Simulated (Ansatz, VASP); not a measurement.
# TePb: VASP beside Ansatz

The input INCAR:

```
SYSTEM = TePb
PREC = Accurate
ENCUT = 520
EDIFF = 1E-6
ISMEAR = 0
SIGMA = 0.05
LREAL = .False.
LASPH = .True.
NELM = 100
ALGO = Fast
ISIF = 2
LWAVE = .False.
LCHARG = .True.
GGA = PE
LELF = .True.
LVHAR = .True.
NBANDS = 17
```

KPOINTS

```
regular mesh
0
Gamma
  8 8 8
  0 0 0
```

File POSCAR:

```
TePb
1.0
    0.0000000000      3.2270000000      3.2270000000
    3.2270000000      0.0000000000      3.2270000000
    3.2270000000      3.2270000000      0.0000000000
Te Pb
1 1
Direct
    0.5000000000      0.5000000000      0.5000000000
    0.0000000000      0.0000000000      0.0000000000
```

Input for Ansatz:

```yaml
crystal:
  lattice:
    - [0.0, 3.227, 3.227]
    - [3.227, 0.0, 3.227]
    - [3.227, 3.227, 0.0]
  atoms:
    - { symbol: Te, position: [0.5, 0.5, 0.5] }
    - { symbol: Pb, position: [0.0, 0.0, 0.0] }
basis:
  ecutwfc: 420
kpoints:
  mp_grid: { grid: [8, 8, 8] }
hamiltonian:
  xc: pbe
scf:
  occupations: { method: gaussian, width: 0.05 }
output:
  forces: true
  stress: true
  eigenvalues: true
```

Alike in both runs: task single point; functional PBE; k mesh 8 × 8 × 8; occupations gaussian, width 0.05 eV; no spin polarisation.

|  | VASP | Ansatz |
| --- | --- | --- |
| version | VASP 6.6.1 | Ansatz 0.2.0 |
| potentials or method | VASP PAW PBE potentials, release 64 (Te, Pb_d) | scalar-relativistic, plane waves, PAW |
| plane-wave cutoff (eV) | 520 | 420 |
| valence electrons in the cell | 20 | 30 |

Ansatz gave:

| Quantity | Value |
| --- | --- |
| gap on the k mesh at the Fermi level (eV) | 0.72 |
| least direct gap on the mesh (eV) | 0.72 |
| pressure (GPa) | 2.3 |

Task: Which values does VASP return?

Result: gap on the k mesh at the Fermi level (eV): 0.73; least direct gap on the mesh (eV): 0.73; pressure (GPa): 2.3.

The two sets of potentials don't hold the same shells in valence.

Caveats: spin-orbit coupling is left out, which as a rule narrows the gap of such compounds by several tenths of an eV. A k mesh can miss the band edges.
